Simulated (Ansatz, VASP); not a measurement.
## One calculation of PtS2, two programs

```
Pt S
1.0
     1.77177    1.02293    5.33620
    -1.77177    1.02293    5.33620
     0.00000   -2.04586    5.33620
Pt S
1 2
Cartesian
  0.0000 0.0000 0.0000
  0.0000 0.0000 11.9080
  0.0000 0.0000 4.1006
```

Alike in both runs: functional PBE; dispersion D3(BJ); k mesh 9 × 9 × 9; occupations gaussian, width 0.02 eV; no spin polarisation.

Ansatz relaxed the structure, and its values are those at the end. VASP's run is a single point on that final structure, the one shown.

|  | VASP | Ansatz |
| --- | --- | --- |
| version | VASP 6.6.1 | Ansatz 0.2.0 |
| potentials or method | VASP PAW PBE potentials, release 64 (Pt, S) | scalar-relativistic, plane waves, PAW |
| plane-wave cutoff (eV) | 520 | 420 |
| valence electrons in the cell | 22 | 30 |

VASP gave:

```
gap on the k mesh at the Fermi level (eV) : 0.88
least direct gap on the mesh (eV)         : 1.05
pressure (GPa)                            : -0.4
rms of the force components (eV/Å)        : 0.018
```

**Question.** Estimate Ansatz's values.

**Answer.** gap on the k mesh at the Fermi level (eV): 0.88; least direct gap on the mesh (eV): 1.05; pressure (GPa): 0.0; rms of the force components (eV/Å): 0.000.

The two sets of potentials don't hold the same shells in valence.

Caveats: spin-orbit coupling is left out, which moves the levels of the heavy elements; an odd mesh through Γ misses points on the zone boundary, where band edges often lie.
